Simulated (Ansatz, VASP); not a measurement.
# C in VASP and in Ansatz

```
C
1.0
    -0.03567    1.83348    1.83348
     1.83348   -0.03567    1.83348
     1.83348    1.83348   -0.03567
C
2
Direct
  0.47572 0.47572 0.47572
  0.77428 0.77428 0.77428
```

Alike in both runs: task single point; functional PBE; k mesh 12 × 12 × 12; occupations gaussian, width 0.02 eV; no spin polarisation.

|  | VASP | Ansatz |
| --- | --- | --- |
| version | VASP 6.6.1 | Ansatz 0.2.0 |
| potentials or method | VASP PAW PBE potentials, release 64 (C) | scalar-relativistic, plane waves, PAW |
| plane-wave cutoff (eV) | 520 | 420 |
| valence electrons in the cell | 8 | 8 |

```csv
,VASP,Ansatz,Ansatz less VASP
gap on the k mesh at the Fermi level (eV),0.14,0.15,+0.010
least direct gap on the mesh (eV),0.41,0.42,+0.006
pressure (GPa),-27.6,-28.0,-0.40
largest component of the traceless stress (GPa),27.69,27.86,+0.169
rms of the force components (eV/Å),2.551,2.548,-0.0030
```

Atom by atom the forces differ by 0.003 eV/Å (rms over components). The functional is the same, so the differences come from potentials, cutoffs and numerics.

Caveats: so large a pressure means that the cell lies far from this level's equilibrium, or that cutoff or potentials fall short (VASP); forces of over 1 eV/Å show positions far from the minimum, so gaps and moduli don't describe the material at rest.
